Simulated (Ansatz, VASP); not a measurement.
# One calculation of GaP, two programs

```
Ga P
1.0
     0.00000    2.81273    2.81273
     2.81273    0.00000    2.81273
     2.81273    2.81273    0.00000
Ga P
1 1
Direct
  0.00000 0.00000 0.00000
  0.75000 0.75000 0.75000
```

Alike in both runs: task single point; functional PBE; k mesh 8 × 8 × 8; occupations gaussian, width 0.02 eV; no spin polarisation.

|  | VASP | Ansatz |
| --- | --- | --- |
| version | VASP 6.6.1 | Ansatz 0.2.0 |
| potentials or method | VASP PAW PBE potentials, release 64 (Ga_d, P) | scalar-relativistic, plane waves, PAW |
| plane-wave cutoff (eV) | 520 | 420 |
| valence electrons in the cell | 18 | 18 |

VASP gave:

- gap on the k mesh at the Fermi level (eV): 1.06
- least direct gap on the mesh (eV): 1.06
- pressure (GPa): -4.2

**Question.** Estimate Ansatz's values.

**Answer.** gap on the k mesh at the Fermi level (eV): 1.06; least direct gap on the mesh (eV): 1.06; pressure (GPa): -4.3.

With one functional, cell and mesh, what is left measures potentials, basis and numerics.

A k mesh can miss the band edges.
